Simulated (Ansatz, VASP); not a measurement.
**Pd in VASP and in Ansatz**

```
Pd
1.0
     0.00000    1.97049    1.97049
     1.97049    0.00000    1.97049
     1.97049    1.97049    0.00000
Pd
1
Direct
  0.00000 0.00000 0.00000
```

Change from the starting cell: volume scaled by 1.04, crystal datasets.

Alike in both runs: task electric field gradients; functional PBEsol; k mesh 18 × 18 × 18; occupations fermi-dirac, width 0.05 eV; no spin polarisation.

|  | VASP | Ansatz |
| --- | --- | --- |
| version | VASP 6.6.1 | Ansatz 0.2.0 |
| potentials or method | VASP PAW PBE potentials, release 64 (Pd), cutoff 520 eV | all-electron PAW with datasets made for the crystal, scalar-relativistic |

|  | VASP | Ansatz | Ansatz less VASP |
| --- | --- | --- | --- |
| pressure (GPa) | -9.2 | -9.0 | +0.22 |
| Vzz of the field gradient on the site that differs most (V/Å²) | 0.0 | 0.0 | 0.00 |

Ansatz ran all-electron here, so the differences hold the error of VASP's frozen core and of both bases. Ansatz warned: «gradients_without_spin_orbit».

Caveats: the PAW data sets were made with another functional, which shifts forces and pressure a little (VASP).
